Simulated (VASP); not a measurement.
Wanted: the native input for a VASP 6.6.1 run.

```
Task                   : single point
Functional             : PBE
Potentials or basis    : VASP PAW PBE potentials, release 64 (Si)
Cutoff                 : 520 eV
k mesh                 : 8 × 8 × 8
Occupations            : fermi-dirac, width 0.05 eV
Spin                   : no spin polarisation
Further INCAR settings : ALGO = Normal; EDIFF = 1e-07; NBANDS = 16
```

The structure of Si lies in POSCAR:

```
Si
1.0
    0.0000000000      2.6598984800      4.6432435421
    2.4222677723      0.0000000000      4.6432435421
    2.4222677723      2.6598984800      0.0000000000
Si
4
Direct
    0.2202307000      0.2202307000      0.7797693000
    0.7797693000      0.7797693000      0.2202307000
    0.2726057200      0.7273942800      0.2726057200
    0.7273942800      0.2726057200      0.7273942800
```

This isn't the form of Si at room conditions, which is diamond.

One way to write it, as run:

INCAR

```
SYSTEM = Si
PREC = Accurate
ENCUT = 520
EDIFF = 1E-7
ISMEAR = -1
SIGMA = 0.05
LREAL = .False.
LASPH = .True.
NELM = 100
ALGO = Normal
ISIF = 2
LWAVE = .False.
LCHARG = .False.
GGA = PE
NBANDS = 16
```

KPOINTS

```
Automatic mesh
0
Gamma
  8 8 8
  0 0 0
```

Potentials or basis: VASP PAW PBE potentials, release 64 (Si).

Run with:

```bash
$ cat potpaw_PBE.64/Si/POTCAR > POTCAR
$ mpirun -np 1 vasp_std > vasp.out
```

It gave:

```yaml
Pressure: 3.3 GPa
Largest_force: 0.113 eV/Å
Band_gap_on_the_k_mesh: none (metal or under the smearing width)
```

It took 70 s on 1 thread of Intel(R) Xeon(R) Platinum 8488C (Sapphire Rapids), with other jobs on the host, peak memory 0.22 GiB.
